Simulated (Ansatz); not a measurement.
Runs of Ansatz 0.2.0 on InP. Symmetry: F-43m, No. 216, cubic system. The conventional cell has a = 5.861 Å, b = 5.861 Å, c = 5.861 Å, α = 90.00°, β = 90.00°, γ = 90.00°. Around In (site symmetry -43m) lie 4 P at 2.54 Å. P (site symmetry -43m) is surrounded by 4 In at 2.54 Å. 

```csv
task,level,potentials or basis,cell,k mesh,cutoff (eV),smearing,basis error allowed,mesh quality,gap on the mesh (eV),pressure (GPa),relaxed volume (Å³/atom)
band structure,PBEsol,"all-electron LAPW, inner shells corrected to Dirac's equation",as given,8 × 8 × 8,245,fermi-dirac 0.05 eV,0.001 eV/atom,not flagged,0.61,0.6,-
single point,PBE,"all-electron LAPW, scalar-relativistic",as given,6 × 6 × 6,204,fermi-dirac 0.06 eV,0.004 eV/atom,not flagged,(a),3.3,-
band structure,PBEsol,"all-electron LAPW, scalar-relativistic",as given,8 × 8 × 8,245,fermi-dirac 0.05 eV,0.001 eV/atom,not flagged,0.61,0.6,-
relaxation of cell and atoms,PBEsol+D4,"all-electron LAPW, scalar-relativistic",relaxed,8 × 8 × 8,-,fermi-dirac 0.05 eV,0.001 eV/atom,not flagged,0.66,0.0,24.95
single point,PBE,"all-electron LAPW, scalar-relativistic",as given,3 × 3 × 3,204,fermi-dirac 0.04 eV,0.004 eV/atom,coarse,0.68,(d),-
relaxation of cell and atoms,BLYP+D3(BJ),"all-electron LAPW, scalar-relativistic",relaxed,8 × 8 × 8,-,fermi-dirac 0.05 eV,0.001 eV/atom,not flagged,0.46,0.0,25.78
relaxation of cell and atoms,LDA,"all-electron LAPW, scalar-relativistic",relaxed,8 × 8 × 8,-,fermi-dirac 0.05 eV,0.001 eV/atom,not flagged,0.57,0.0,(b)
band structure,PBEsol,"all-electron LAPW, non-relativistic",as given,8 × 8 × 8,245,fermi-dirac 0.05 eV,0.001 eV/atom,not flagged,1.14,(c),-
```

Alike in all rows: no spin polarisation.

Q: Estimate the missing entries.

A: (a) 0.71; (b) 24.73; (c) 2.1; (d) 4.2.

Caveats: some runs use coarse meshes; spin-orbit coupling is left out, which moves the levels of the heavy elements; an odd mesh through Γ misses points on the zone boundary, where band edges often lie (some runs); relativity is left out, which matters for the heavier elements (some runs).

A k mesh can miss the band edges, and the runs leave out spin-orbit coupling on In.

Not every run made on this cell is shown here.
